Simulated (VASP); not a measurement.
Runs of VASP 6.6.1 on FeO. It takes space group Fm-3m (No. 225, cubic). Conventional cell: a = 4.311 Å, b = 4.311 Å, c = 4.311 Å, α = 90.00°, β = 90.00°, γ = 90.00°. Around Fe (site symmetry m-3m) lie 6 O at 2.16 Å. O (site symmetry m-3m) is surrounded by 6 Fe at 2.16 Å. 

| level | spin | U | gap on the mesh (eV) | pressure (GPa) | moment (μB) |
| --- | --- | --- | --- | --- | --- |
| PBE+U | collinear, random start | Fe d U = 8 eV | none | (a) | 4.00 |
| PBE+U | collinear, zero start | Fe d U = 8 eV | 4.10 | -13.0 | 0.00 |
| PBE+U | off | Fe d U = 5 eV | 2.90 | -16.8 | - |
| PBE+U | collinear, zero start | Fe d U = 5 eV | 2.90 | -16.8 | 0.00 |
| r2SCAN+U | collinear, random start | Fe d U = 4 eV | none | -5.9 | 4.00 |
| PBE+U | collinear, random start | Fe d U = 5 eV | none | -0.7 | 4.00 |
| PBE+U | non-collinear, random start, SOC | Fe d U = 5 eV | - | (b) | 4.00 |
| r2SCAN+U | collinear, ferromagnetic start | Fe d U = 4 eV | none | -5.9 | 4.00 |

Alike in all rows: task single point; potentials or basis VASP PAW PBE potentials, release 64 (Fe, O); cell as given; k mesh 8 × 8 × 8; cutoff (eV) 520; smearing gaussian 0.05 eV.

Question: Fill in the values left out.

Answer: (a) -2.9; (b) 8.3.

Caveats: a cell with one magnetic atom can't hold antiferromagnetic order, which such compounds often take (some runs); the PAW data sets were made with another functional, which shifts forces and pressure a little (some runs).

A k mesh can miss the band edges.

A gap of «none» marks a metal or a gap under the smearing width.

Not every run made on this cell is shown here.
